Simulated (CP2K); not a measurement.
The system is Ga.

```
CELL_PARAMETERS angstrom
4.25739 0.00000 0.00000
-3.35887 2.61599 0.00000
-0.03815 -0.11108 3.32993
ATOMIC_POSITIONS crystal
Ga 0.13100 0.86900 0.75000
Ga 0.86900 0.13100 0.25000
```

This isn't the form of Ga at room conditions, which is orthorhombic.

```yaml
Program: CP2K 2026.2
Task: relaxation of cell and atoms
Functional: LDA
Potentials_or_basis: GTH_POTENTIALS Ga GTH-PADE-q13; TZVP-MOLOPT-PBE-GTH basis
Density_cutoff: 6123 eV
k_mesh: 8 × 8 × 6
Occupations: fermi-dirac, width 0.0259 eV
Spin: no spin polarisation
```

At the start: pressure -3.3 GPa; volume 18.54 Å³/atom.

Question: Where does the relaxation end?

Answer: Over 34 steps the energy falls by 27.1 meV/atom and the volume is 17.42 Å³/atom (-6.0 %); space group C2/c (No. 15, to 0.05 Å).

Step by step:
```
step  energy change (eV)  largest force (eV/Å)  volume (Å³)
   1              0.0000                0.1766        37.09
   2             -0.0033                0.1619        36.99
   3             -0.0222                0.3881        34.45
   4             -0.0337                0.0942        35.52
   5             -0.0349                0.1293        35.31
   6             -0.0362                0.1444        35.06
   7             -0.0378                0.1204        34.86
   8             -0.0402                0.0282        34.64
   9             -0.0409                0.0365        34.65
  10             -0.0413                0.0665        34.72
  11             -0.0420                0.0955        34.82
  12             -0.0436                0.1327        35.00
  13             -0.0461                0.1591        35.22
  14             -0.0486                0.1332        35.24
  15             -0.0512                0.0343        35.16
  16             -0.0515                0.0165        35.09
  17             -0.0517                0.0206        35.03
  18             -0.0521                0.0338        34.93
  19             -0.0529                0.0455        34.79
  20             -0.0534                0.0336        34.72
  21             -0.0536                0.0172        34.75
  22             -0.0536                0.0148        34.78
  23             -0.0536                0.0148        34.78
  24             -0.0537                0.0152        34.78
  25              0.0311                0.1377        34.56
  26             -0.0538                0.0143        34.79
  27             -0.0538                0.0145        34.76
  28             -0.0538                0.0144        34.73
  29             -0.0539                0.0142        34.71
  30             -0.0539                0.0140        34.70
  31             -0.0540                0.0147        34.71
  32             -0.0541                0.0144        34.77
  33             -0.0542                0.0140        34.85
  34             -0.0542                0.0140        34.85
```

Final structure:
```xyz
2
Lattice="4.1893 0.0000 0.0000 -3.3400 2.5308 0.0000 -0.1075 -0.3196 3.2867" Properties=species:S:1:pos:R:3 pbc="T T T"
Ga   -2.4196    1.9546    2.4650
Ga    3.1615    0.2566    0.8217
```

Caveat: the basis of atomic orbitals isn't converged, which shifts pressures, moduli and gaps.
